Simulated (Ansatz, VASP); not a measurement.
**Two plane-wave programs on GaN**

```
Ga N
1.0
     0.02249    2.27144    2.27144
     2.27144    0.02249    2.27144
     2.27144    2.27144    0.02249
Ga N
1 1
Direct
  0.00066 0.00066 0.00066
  0.24934 0.24934 0.24934
```

Change from the starting cell: shear_111 strain +1.5%.

Alike in both runs: task single point; functional PBE; k mesh 10 × 10 × 10; occupations fermi-dirac, width 0.02 eV; no spin polarisation.

|  | VASP | Ansatz |
| --- | --- | --- |
| version | VASP 6.6.1 | Ansatz 0.2.0 |
| potentials or method | VASP PAW PBE potentials, release 64 (Ga_d, N) | plane waves, PAW |
| plane-wave cutoff (eV) | 520 | 420 |
| valence electrons in the cell | 18 | 18 |

```tsv
	VASP	Ansatz	Ansatz less VASP
gap on the k mesh at the Fermi level (eV)	1.63	1.62	-0.007
pressure (GPa)	3.4	3.4	-0.05
largest component of the traceless stress (GPa)	1.52	1.52	-0.001
rms of the force components (eV/Å)	0.006	0.006	+0.0007
```

Atom by atom the forces differ by 0.001 eV/Å (rms over components).
